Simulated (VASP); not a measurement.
# AlN (F-43m) in VASP: further runs

The runs below take AlN through relaxation of cell and atoms, with PBE.

All numbers are computed with VASP 6.6.1; they aren't measurements. Logs are shortened: lines on timing, memory, paths and dates and some standing lists are left out, and cuts for length are marked.

**1. The structure**

The structure is cubic, space group F-43m (No. 216). Conventional cell: a = 4.368 Å, b = 4.368 Å, c = 4.368 Å, α = 90.00°, β = 90.00°, γ = 90.00°. Al (site symmetry -43m) is surrounded by 4 N at 1.89 Å. N (site symmetry -43m) has 4 Al at 1.89 Å as nearest neighbours.

Measurements of this composition are mostly on another form, of space group No. 186.

**2. Relaxation of cell and atoms, PBE**

INCAR reads:

```
PREC = Accurate ; ENCUT = 700
EDIFF = 1E-7 ; ISMEAR = 0
SIGMA = 0.02 ; LREAL = False
LASPH = True ; NELM = 100
ALGO = Fast ; ISIF = 3
LWAVE = False ; LCHARG = False
GGA = PE ; IBRION = 2
NSW = 80 ; EDIFFG = -0.002
```

KPOINTS reads:

```
regular mesh
0
Gamma
  12 12 12
```

POSCAR reads:

```
AlN
1.0
    0.0000000000      2.1839935600      2.1839935600
    2.1839935600      0.0000000000      2.1839935600
    2.1839935600      2.1839935600      0.0000000000
Al N
1 1
Direct
    0.0000000000      0.0000000000      0.0000000000
    0.7500000000      0.7500000000      0.7500000000
```

Potentials or basis: VASP PAW PBE potentials, release 64 (Al, N).

Command:

```sh
cat potpaw_PBE.64/Al/POTCAR potpaw_PBE.64/N/POTCAR > POTCAR
mpirun -np 1 vasp_std > vasp.out
```

OUTCAR:

```text
PREC = Accurate
   ENCUT = 700
   EDIFF = 1E-7
   ISMEAR = 0
   LREAL = False
   LASPH = True
   NELM = 100
   ISIF = 3
   GGA = PE
   IBRION = 2
   NSW = 80
   EDIFFG = -0.002

 ion  position               nearest neighbor table
   1  0.000  0.000  0.000-   2 1.89   2 1.89   2 1.89   2 1.89
   2  0.750  0.750  0.750-   1 1.89   1 1.89   1 1.89   1 1.89

  LATTYP: Found a face centered cubic cell.
 ALAT       =     4.3679871200

  Lattice vectors:

 A1 = (   0.0000000000,   2.1839935600,   2.1839935600)
 A2 = (   2.1839935600,   0.0000000000,   2.1839935600)
 A3 = (   2.1839935600,   2.1839935600,   0.0000000000)

Analysis of symmetry for initial positions (statically):
=====================================================================
 Subroutine PRICEL returns:
 Original cell was already a primitive cell.

 Routine SETGRP: Setting up the symmetry group for a
 face centered cubic supercell.

 Subroutine GETGRP returns: Found 24 space group operations
 (whereof 24 operations were pure point group operations)
 out of a pool of 48 trial point group operations.

The static configuration has the point symmetry T_d .

Analysis of symmetry for dynamics (positions and initial velocities):
=====================================================================
 Subroutine PRICEL returns:
 Original cell was already a primitive cell.

 Routine SETGRP: Setting up the symmetry group for a
 face centered cubic supercell.

 Subroutine GETGRP returns: Found 24 space group operations
 (whereof 24 operations were pure point group operations)
 out of a pool of 48 trial point group operations.

The dynamic configuration has the point symmetry T_d .

 Subroutine INISYM returns: Found 24 space group operations
 (whereof 24 operations are pure point group operations),
 and found     1 'primitive' translations

----------------------------------------------------------------------------------------

                                     Primitive cell

  volume of cell :      20.8345

  direct lattice vectors                    reciprocal lattice vectors
     0.000000000  2.183993560  2.183993560    -0.228938404  0.228938404  0.228938404
     2.183993560  0.000000000  2.183993560     0.228938404 -0.228938404  0.228938404
     2.183993560  2.183993560  0.000000000     0.228938404  0.228938404 -0.228938404

  length of vectors
     3.088633313  3.088633313  3.088633313     0.396532948  0.396532948  0.396532948

  position of ions in fractional coordinates (direct lattice)
     0.000000000  0.000000000  0.000000000
     0.750000000  0.750000000  0.750000000

  ion indices of the primitive-cell ions
   primitive index   ion index
                 1           1
                 2           2

----------------------------------------------------------------------------------------

 KPOINTS: regular mesh

Automatic generation of k-mesh.
 Grid dimensions read from file:
 generate k-points for:   12   12   12

 Generating k-lattice:

  Cartesian coordinates                     Fractional coordinates (reciprocal lattice)
    -0.019078200  0.019078200  0.019078200     0.083333333  0.000000000  0.000000000
     0.019078200 -0.019078200  0.019078200     0.000000000  0.083333333  0.000000000
     0.019078200  0.019078200 -0.019078200     0.000000000  0.000000000  0.083333333

  Length of vectors
     0.033044412  0.033044412  0.033044412

  Shift w.r.t. Gamma in fractional coordinates (k-lattice)
     0.000000000  0.000000000  0.000000000

 Subroutine IBZKPT returns following result:
 ===========================================

 Found     72 irreducible k-points:

 Following reciprocal coordinates:
            Coordinates               Weight
  0.000000  0.000000  0.000000      1.000000
  0.083333  0.000000  0.000000      8.000000
  0.166667  0.000000  0.000000      8.000000
  0.250000  0.000000  0.000000      8.000000
  0.333333  0.000000  0.000000      8.000000
  0.416667  0.000000  0.000000      8.000000
[... 16 lines left out ...]
  0.500000  0.166667  0.000000     24.000000
 -0.416667  0.166667  0.000000     24.000000
 [... further k-points ...]
   k-points           NKPTS =     72   k-points in BZ     NKDIM =     72   number of bands    NBANDS=      8
   number of dos      NEDOS =    301   number of ions     NIONS =      2
   total plane-waves  NPLWV =  21952
   dimension x,y,z NGX =    28 NGY =   28 NGZ =   28
   dimension x,y,z NGXF=    56 NGYF=   56 NGZF=   56
   ions per type =               1   1
   NGX,Y,Z   is equivalent  to a cutoff of  15.07, 15.07, 15.07 a.u.
   NGXF,Y,Z  is equivalent  to a cutoff of  30.14, 30.14, 30.14 a.u.
 SYSTEM =  unknown system
   PREC   = accura    normal or accurate (medium, high low for compatibility)
   ISTART =      0    job   : 0-new  1-cont  2-samecut
   ICHARG =      2    charge: 1-file 2-atom 10-const
   ISPIN  =      1    spin polarized calculation?
   LNONCOLLINEAR =      F non collinear calculations
   LSORBIT =      F    spin-orbit coupling
   LASPH  =      T    aspherical Exc in radial PAW
   ENCUT  =  700.0 eV  51.45 Ry    7.17 a.u.   6.66  6.66  6.66*2*pi/ulx,y,z
   NELM   =    100;   NELMIN=  2; NELMDL= -5     # of ELM steps
   EDIFF  = 0.1E-06   stopping-criterion for ELM
   LREAL  =      F    real-space projection
   EDIFFG = -.2E-02   stopping-criterion for IOM
   NSW    =     80    number of steps for IOM
   IBRION =      2    ionic relax: 0-MD 1-quasi-New 2-CG
   NFREE  =      1    steps in history (QN), initial steepest desc. (CG)
   ISIF   =      3    stress and relaxation
   ISYM   =      2    0-nonsym 1-usesym 2-fastsym
   POTIM  = 0.5000    time-step for ionic-motion
   TEBEG  =    0.0;   TEEND  =   0.0 temperature during run
   PSTRESS=    0.0 pullay stress
   NELECT =       8.0000    total number of electrons
   NUPDOWN=      -1.0000    fix difference up-down
   EMIN   =  10.00;   EMAX   =-10.00  energy-range for DOS
   EFERMI =   0.00;   METHOD = LEGACY
   ISMEAR =     0;   SIGMA  =   0.02  broadening in eV -4-tet -1-fermi 0-gaus
   EFERMI_NEDOS =   21; number of points for ismear=-14 and -15
   IALGO  =     68    algorithm
   IMIX   =      4    mixing-type and parameters
     AMIX     =   0.40;   BMIX     =  1.00
     AMIX_MAG =   1.60;   BMIX_MAG =  1.00
  volume/ion in A,a.u.               =      10.42        70.30
  Fermi-wavevector in a.u.,A,eV,Ry     =   1.189899  2.248583 19.263943  1.415860
  Thomas-Fermi vector in A             =   2.325996
   LORBIT       =      0    0 simple, 1 ext, 2 COOP (PROOUT), +10 PAW based schemes
   GGA     = PE    functional components
   LHFCALC =     F    Hartree Fock is set to
   AEXX    =    0.0000 exact exchange contribution
   IVDW    =     0    specifies the selected vdW correction
   LEPSILON=     F    determine dielectric tensor
   LRPA    =     F    only Hartree local field effects (RPA)
 conjugate gradient relaxation of ions
 non-spin polarized calculation
 RMM-DIIS sequential band-by-band and
 Gauss-broadening in eV      SIGMA  =   0.02
  energy-cutoff  :      700.00
  volume of cell :       20.83
 maximum number of plane-waves:       899
   NGX = 13   NGY = 13   NGZ = 13

--------------------------------------- Ionic step        1  -------------------------------------------

 number of electron       7.9999999 magnetization

 Free energy of the ion-electron system (eV)
  ---------------------------------------------------
  ext. energy  EPLUGINS =         0.00000000
  ---------------------------------------------------
  free energy    TOTEN  =       -14.84502628 eV

  energy without entropy =      -14.84502628  energy(sigma->0) =      -14.84502628

------------------------ aborting loop because EDIFF is reached ----------------------------------------

  FORCE on cell =-STRESS in cart. coord.  units (eV):
  Direction    XX          YY          ZZ          XY          YZ          ZX
  --------------------------------------------------------------------------------------
  -------------------------------------------------------------------------------------
  Total        0.5839143      0.5839143      0.5839143     -0.0000000      0.0000000     -0.0000000
  in kB       44.9030267     44.9030267     44.9030267     -0.0000000      0.0000000     -0.0000000
  external PRESSURE =      44.9030267 kB  Pullay stress =       0.0000000 kB

 VOLUME and BASIS-vectors are now :
 -----------------------------------------------------------------------------
  energy-cutoff  :      700.00
  volume of cell :       20.83
      direct lattice vectors                 reciprocal lattice vectors
     0.000000000  2.183993560  2.183993560    -0.228938404  0.228938404  0.228938404
     2.183993560  0.000000000  2.183993560     0.228938404 -0.228938404  0.228938404
     2.183993560  2.183993560  0.000000000     0.228938404  0.228938404 -0.228938404
[... 37 lines left out ...]
 POSITION                                       TOTAL-FORCE (eV/Angst)
 -----------------------------------------------------------------------------------
      4.42951      2.21475      2.21475         0.000000      0.000000      0.000000
      3.32213      3.32213      3.32213        -0.000000     -0.000000     -0.000000
 -----------------------------------------------------------------------------------
    total drift:                               -0.000000     -0.000000     -0.000000

  FREE ENERGIE OF THE ION-ELECTRON SYSTEM (eV)
  ---------------------------------------------------
  free  energy   TOTEN  =       -14.8462720134 eV

  energy  without entropy=      -14.8462720134  energy(sigma->0) =      -14.84627201

--------------------------------------- Ionic step        3  -------------------------------------------

 number of electron       8.0000000 magnetization

 Free energy of the ion-electron system (eV)
  ---------------------------------------------------
  ext. energy  EPLUGINS =         0.00000000
  ---------------------------------------------------
  free energy    TOTEN  =       -14.85137845 eV

  energy without entropy =      -14.85137845  energy(sigma->0) =      -14.85137845

 E-fermi :   5.8733     XC(G=0): -10.8385

 val. band max:        5.7640525996   @ k =   0.0000   0.0000   0.0000
 cond. band min:       9.0708470696   @ k =   0.5000   0.5000   0.0000
 fundamental gap:      3.3067944700
 Fermi energy:         5.8733258060

 k-point     1 :       0.0000    0.0000    0.0000
  band No.  band energies     occupation
      1      -9.0908      2.00000
      2       5.7641      2.00000
      3       5.7641      2.00000
      4       5.7641      2.00000
      5       9.7681      0.00000
      6      18.1078      0.00000
      7      18.1078      0.00000
      8      18.1078      0.00000

 k-point     2 :       0.0833    0.0000    0.0000
  band No.  band energies     occupation
      1      -8.9913      2.00000
      2       5.1738      2.00000
      3       5.7279      2.00000
      4       5.7279      2.00000
      5      10.2587      0.00000
      6      17.8297      0.00000
      7      18.2071      0.00000
      8      18.2071      0.00000
[... 221 lines left out ...]
 k-point    23 :       0.5000    0.1667    0.0000
  band No.  band energies     occupation
      1      -6.9859      2.00000
      2       0.5466      2.00000
      3       4.2082      2.00000
      4       4.9158      2.00000
      5      12.8404      0.00000
      6      14.7543      0.00000
      7      17.6483      0.00000
      8      17.8771      0.00000

 k-point    24 :      -0.4167    0.1667    0.0000
  band No.  band energies     occupation
      1      -6.9327      2.00000
      2       0.4591      2.00000
      3       4.0057      2.00000
      4       5.0558      2.00000
      5      13.3021      0.00000
      6      14.3902      0.00000
      7      17.6430      0.00000
      8      17.7342      0.00000

 [... further k-points ...]

------------------------ aborting loop because EDIFF is reached ----------------------------------------

  FORCE on cell =-STRESS in cart. coord.  units (eV):
  Direction    XX          YY          ZZ          XY          YZ          ZX
  --------------------------------------------------------------------------------------
  -------------------------------------------------------------------------------------
  Total       -0.0006190     -0.0006190     -0.0006190      0.0000000      0.0000000     -0.0000000
  in kB       -0.0465652     -0.0465652     -0.0465652      0.0000000      0.0000000     -0.0000000
  external PRESSURE =      -0.0465652 kB  Pullay stress =       0.0000000 kB

 VOLUME and BASIS-vectors are now :
 -----------------------------------------------------------------------------
  energy-cutoff  :      700.00
  volume of cell :       21.30
      direct lattice vectors                 reciprocal lattice vectors
    -0.000000000  2.200057569  2.200057569    -0.227266780  0.227266780  0.227266780
     2.200057569  0.000000000  2.200057569     0.227266780 -0.227266780  0.227266780
     2.200057569  2.200057569 -0.000000000     0.227266780  0.227266780 -0.227266780

 POSITION                                       TOTAL-FORCE (eV/Angst)
 -----------------------------------------------------------------------------------
     -0.00000      0.00000      0.00000        -0.000000     -0.000000     -0.000000
      3.30009      3.30009      3.30009         0.000000      0.000000      0.000000
 -----------------------------------------------------------------------------------
    total drift:                               -0.000000     -0.000000     -0.000000

  FREE ENERGIE OF THE ION-ELECTRON SYSTEM (eV)
  ---------------------------------------------------
  free  energy   TOTEN  =       -14.8513784470 eV

  energy  without entropy=      -14.8513784470  energy(sigma->0) =      -14.85137845

 reached required accuracy - stopping structural energy minimisation
```

Wall time 20 s (1 thread of Intel Xeon 6975P-C (Granite Rapids), shared host); peak memory 0.16 GiB.

What came out:

- Free energy: -14.8514 eV
- Relaxed volume: 10.65 Å³/atom
- Relaxed cell: a = 3.111 Å, b = 3.111 Å, c = 3.111 Å, α = 60.00°, β = 60.00°, γ = 60.00°
- Space group after relaxing (to 0.05 Å): F-43m (No. 216)
- Energy gained by relaxing: 3.2 meV/atom
- Ionic steps: 3
- Pressure after relaxing: 0.0 GPa
- Band gap on the k mesh: 3.31 eV, indirect (least direct gap 4.00 eV)

Step by step:
```
step  energy change (eV)  largest force (eV/Å)  pressure (GPa)  volume (Å³)
   1              0.0000                0.0000            4.49        20.83
   2             -0.0012                0.0000           -3.71        21.73
   3             -0.0064                0.0000            0.00        21.30
```

Final structure:
```
Al N
1.0
     0.00000    2.20006    2.20006
     2.20006    0.00000    2.20006
     2.20006    2.20006    0.00000
Al N
1 1
Direct
  0.00000 0.00000 0.00000
  0.75000 0.75000 0.75000
```

Levels at points of the mesh, in eV from the valence-band top:
| k point | band 2 | band 3 | band 4 | band 5 | band 6 | band 7 |
| --- | --- | --- | --- | --- | --- | --- |
| (0.00, 0.00, 0.00) | 0.00 | 0.00 | 0.00 | 4.00 | 12.34 | 12.34 |
| (0.50, 0.00, 0.00) | -5.76 | -0.48 | -0.48 | 7.18 | 9.72 | 11.01 |
| (0.50, 0.50, 0.00) | -4.84 | -1.75 | -1.75 | 3.31 | 8.48 | 13.67 |

A k mesh can miss the band edges. Expect the measured gap to be larger: semilocal functionals such as PBE lack the derivative discontinuity.

**3. Relaxation of cell and atoms, PBE**

This run uses another cell than the first one, of 10.65 Å³/atom, 1.022 times its volume.

INCAR is that of step 2.

KPOINTS is that of step 2.

POSCAR reads:

```
AlN                                     
1.0
   -0.0000000000      2.2000575686      2.2000575686
    2.2000575686      0.0000000000      2.2000575686
    2.2000575686      2.2000575686     -0.0000000000
  Al              N             
     1     1
Direct
     0.0000000000000000    0.0000000000000000    0.0000000000000000
     0.7500000000000000    0.7500000000000000    0.7500000000000000
```

Potentials or basis: VASP PAW PBE potentials, release 64 (Al, N).

Command:

```sh
cat potpaw_PBE.64/Al/POTCAR potpaw_PBE.64/N/POTCAR > POTCAR
mpirun -np 1 vasp_std > vasp.out
```

Wall time 9.3 s (1 thread of Intel Xeon 6975P-C (Granite Rapids), shared host); peak memory 0.16 GiB.

It converged, with:

| Quantity | Value |
| --- | --- |
| Free energy | -14.8521 eV |
| Pressure after relaxing | 0.0 GPa |
| Band gap on the k mesh | 3.31 eV, indirect (least direct gap 4.00 eV) |

Final structure:
```yaml
crystal:
  lattice:
    - [0.00000, 2.20006, 2.20006]
    - [2.20006, 0.00000, 2.20006]
    - [2.20006, 2.20006, 0.00000]
  atoms:
    - { symbol: Al, position: [0.00000, 0.00000, 0.00000] }
    - { symbol: N, position: [0.75000, 0.75000, 0.75000] }
```

Levels at points of the mesh, in eV from the valence-band top:
| k point | band 1 | band 2 | band 3 | band 4 | band 5 | band 6 | band 7 | band 8 |
| --- | --- | --- | --- | --- | --- | --- | --- | --- |
| (0.00, 0.00, 0.00) | -14.85 | 0.00 | 0.00 | 0.00 | 4.00 | 12.34 | 12.34 | 12.34 |
| (0.50, 0.00, 0.00) | -12.87 | -5.76 | -0.48 | -0.48 | 7.18 | 9.72 | 11.01 | 11.01 |
| (0.50, 0.50, 0.00) | -12.26 | -4.84 | -1.75 | -1.75 | 3.31 | 8.48 | 13.67 | 15.46 |

Caveat: the relaxation stopped at its first step, so nothing moved. A k mesh can miss the band edges.
